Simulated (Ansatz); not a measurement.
Input file of a DFT run on Na with Ansatz:

```yaml
crystal:
  lattice:
    - [3.766463678, 0.0, 0.0]
    - [-1.883231839, 3.2618532276, 0.0]
    - [0.0, 0.0, 6.1397460458]
  atoms:
    - { symbol: Na, position: [0.3333333333, 0.6666666667, 0.75] }
    - { symbol: Na, position: [0.6666666667, 0.3333333333, 0.25] }
basis:
  ecutwfc: 500
  ecutrho_ratio: 4
kpoints:
  mp_grid: { grid: [12, 12, 8] }
  band_path:
    path:
      - [[0.0, 0.0, 0.0], [0.5, 0.0, 0.0], [0.33333333, 0.33333333, 0.0], [0.0, 0.0, 0.0], [0.0, 0.0, 0.5], [0.5, 0.0, 0.5], [0.33333333, 0.33333333, 0.5], [0.0, 0.0, 0.5]]
      - [[0.5, 0.0, 0.5], [0.5, 0.0, 0.0]]
      - [[0.33333333, 0.33333333, 0.5], [0.33333333, 0.33333333, 0.0]]
    npoints: 14
hamiltonian:
  xc: r2scan
scf:
  occupations: { method: gaussian, width: 0.05 }
  n_extra_bands: 13
output:
  forces: true
  stress: true
  eigenvalues: true
  populations: true
  dos: { projected: true, de: 0.02, nscf_kmesh: { grid: [18, 18, 12] } }
  bader: true
```

At room temperature and ambient pressure Na is bcc.

Question: What will the run give?

Answer: Pressure 0.0 GPa, gap on the mesh zero (metallic) (r²SCAN, scalar-relativistic).

The output:

```
scf.n_extra_bands = 13 over 9 filled bands (N_el = 18.0): the run solves 22 bands
Pseudopotentials: kind: paw
Pseudopotential: Na, paw, valence charge 9, recommended cutoff 500 eV (meta_gga), Na.paw.azcp
Crystal: 2 atoms, lattice volume = 75.431 Å³
Basis set: ecut = 500 eV, 1919 PW (Γ), exchange–correlation on 120×120×180 points (64 copies of the dense FFT grid, shifted against one another)
Bands: 22, of which v1, the nominal top of the filled ones, is band 9 counted from 1 (8 counted from 0)
Symmetry: 24 space group operations
Space group: P63/mmc (ITA 194), of the structure as read, at distance tolerance 4.2e-5 Å
k-points: 95 of 1152
Initial density: superposition of atomic densities (neutral atoms: chi_scale 0, normalization atom), corrected by the library's trained network
Initial wavefunctions: pseudopotential atomic-orbital guess
Functional: x = r2scan, c = r2scan; τ floored in thin density (d = 2e-4 eV/Å³)
```

```
SCF iter   1: F=—  HF=-2977.243702 eV  |F-HF|=—  |Δ(HF+E_count)|=         —  Δρ=7.16e-3  dr2=1.72e-2  dr2_τ=2.41e-4
SCF iter   2: F=—  HF=-2977.233347 eV  |F-HF|=—  |Δ(HF+E_count)|=   1.04e-2  Δρ=1.48e-3  dr2=8.50e-4  dr2_τ=4.43e-4
SCF iter   3: F=—  HF=-2977.233998 eV  |F-HF|=—  |Δ(HF+E_count)|=   6.51e-4  Δρ=4.17e-4  dr2=6.41e-5  dr2_τ=1.61e-5
SCF iter   4: F=—  HF=-2977.234112 eV  |F-HF|=—  |Δ(HF+E_count)|=   1.14e-4  Δρ=1.10e-5  dr2=1.47e-7  dr2_τ=1.34e-8
SCF iter   5: F=-2977.234112 eV  HF=-2977.234112 eV  |F-HF|=5.20e-9  |Δ(HF+E_count)|=   8.24e-8  Δρ=2.62e-6  dr2=1.93e-9  dr2_τ=9.03e-10
SCF iter   6: F=-2977.234112 eV  HF=-2977.234112 eV  |F-HF|=3.64e-11  |Δ(HF+E_count)|=   5.79e-9  Δρ=2.00e-7  dr2=2.96e-11  dr2_τ=2.06e-12
```

```
SCF 1 converged in 6 iterations: F = -2977.234112 eV  dr2 = 2.96e-11
NSCF: frozen V_eff on 129 k-points
NSCF: frozen V_eff on 259 k-points
SCF converged after 6 iterations
Free energy (F): -2977.234112 eV
E sigma→0 (E₀):  -2977.233883 eV
Entropy (-TS):   -0.000458 eV (-0.229 meV/atom)
Fermi energy:    1.679714 eV
--- Per-component energies (eV) ---
  E_band       = -505.664074
  E_kinetic    = 240.213762
  E_local      = -2901.523010  (includes V_loc(G=0)·N_el)
  E_nonlocal   = 231.796417
  E_hartree    = 1063.787385
  E_xc         = -71.445841
  E_vxc        = -107.526430  (∫ρ·V_xc dr)
  E_paw        = -535.503959  (= ΣΔE_a)
  E_vpaw       = -105.890205  (= ΣTr[D̂ρ^β])
  E_aug_tail   = -0.000002  (compensation charges beyond the density's cutoff)
  E_vtau       = 9.690543  (kinetic-family band-sum trace: ∫τ·v_τ [+ j·A + Jᵃ·Aᵃ] dr)
  E_ewald      = -1004.505871
  E_core_change = -0.052535  (= ΣΔE_core)
  E_smearing   = -0.000458  (= −TS)
--- Forces (eV/Å), atoms counted from 1 ---
  atom   1  Na     0.00000000     0.00000000     0.00000000
  atom   2  Na     0.00000000     0.00000000     0.00000000
--- Stress (GPa, compression-positive) ---
       -0.001808       0.000000       0.000000
        0.000000      -0.001808       0.000000
        0.000000       0.000000       0.000920
  P = ⅓ Tr σ = -0.0009 GPa (-0.009 kbar)
--- Löwdin populations: 2 sites ---
  site symbol       q [e]
     0     Na      8.9554
     1     Na      8.9554
--- Bader charges: 2 sites ---
  site symbol  charge [e]  shift [e] shared [e]
     0     Na      0.3259     0.0000     0.0000
     1     Na      0.3259     0.0000     0.0000
  maxima off the nuclei: 2, with 0.6517 electrons
  on the straight line to a nucleus their density falls by 2.6e-3 of itself; PAW files or a low cutoff
  can make one that falls by little (a run on other files and one at a higher cutoff tell): if they did, read the shared
  charge, to which what the maxima have on the atom's side is counted
  estimated error of the sums over rays = 2.7e-4 e
```

Absolute energies hang on the potentials; compare differences alone.
